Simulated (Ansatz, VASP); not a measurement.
AlN in VASP and in Ansatz

Contents of INCAR:

```
SYSTEM = AlN
ALGO = Normal ; EDIFF = 1E-7
EDIFFG = -0.005 ; ENCUT = 600
GGA = PE ; IBRION = 2
ISIF = 3 ; ISMEAR = 0
LASPH = .True. ; LCHARG = .False.
LREAL = .False. ; LWAVE = .False.
NELM = 60 ; NSW = 100
PREC = Accurate ; SIGMA = 0.02
```

The input KPOINTS:

```
k-points
0
Gamma
  10 10 10
  0 0 0
```

POSCAR

```
AlN
1.0
    0.0000000000      2.0345180000      2.0345180000
    2.0345180000      0.0000000000      2.0345180000
    2.0345180000      2.0345180000      0.0000000000
Al N
1 1
Direct
    0.5000000000      0.5000000000      0.5000000000
    0.0000000000      0.0000000000      0.0000000000
```

Input for Ansatz:

```yaml
crystal:
  lattice:
    - [0.0, 2.034518, 2.034518]
    - [2.034518, 0.0, 2.034518]
    - [2.034518, 2.034518, 0.0]
  atoms:
    - { symbol: Al, position: [0.5, 0.5, 0.5] }
    - { symbol: "N", position: [0.0, 0.0, 0.0] }
basis:
  ecutwfc: 520.0
kpoints:
  mp_grid: { grid: [10, 10, 10] }
hamiltonian:
  xc: pbe
  pseudopotentials: { kind: paw, azcp: { folder: soft_1 } }
scf:
  occupations: { method: gaussian, width: 0.02 }
output:
  forces: true
  stress: true
  eigenvalues: true
relax:
  adjacent_minimum: "off"
  f_tol: 0.005
  max_steps: 80
  cell: { stress_tol: 0.05 }
```

Measurements of this composition are mostly on another form, of space group No. 186.

Alike in both runs: task relaxation of cell and atoms; functional PBE; k mesh 10 × 10 × 10; occupations gaussian, width 0.02 eV; no spin polarisation.

|  | VASP | Ansatz |
| --- | --- | --- |
| version | VASP 6.6.1 | Ansatz 0.2.0 |
| potentials or method | VASP PAW PBE potentials, release 64 (Al, N) | scalar-relativistic, plane waves, PAW |
| plane-wave cutoff (eV) | 600 | 520 |
| valence electrons in the cell | 8 | 8 |

```tsv
	VASP	Ansatz	Ansatz less VASP
gap on the k mesh at the Fermi level, each at its own relaxed structure (eV)	4.43	4.44	+0.009
relaxed volume (Å³/atom)	8.42	8.43	+0.010
relaxed cell length with the largest relative difference (Å)	2.877	2.878	+0.0011
```

A k mesh can miss the band edges. As with any semilocal functional, this PBE gap is likely too small.
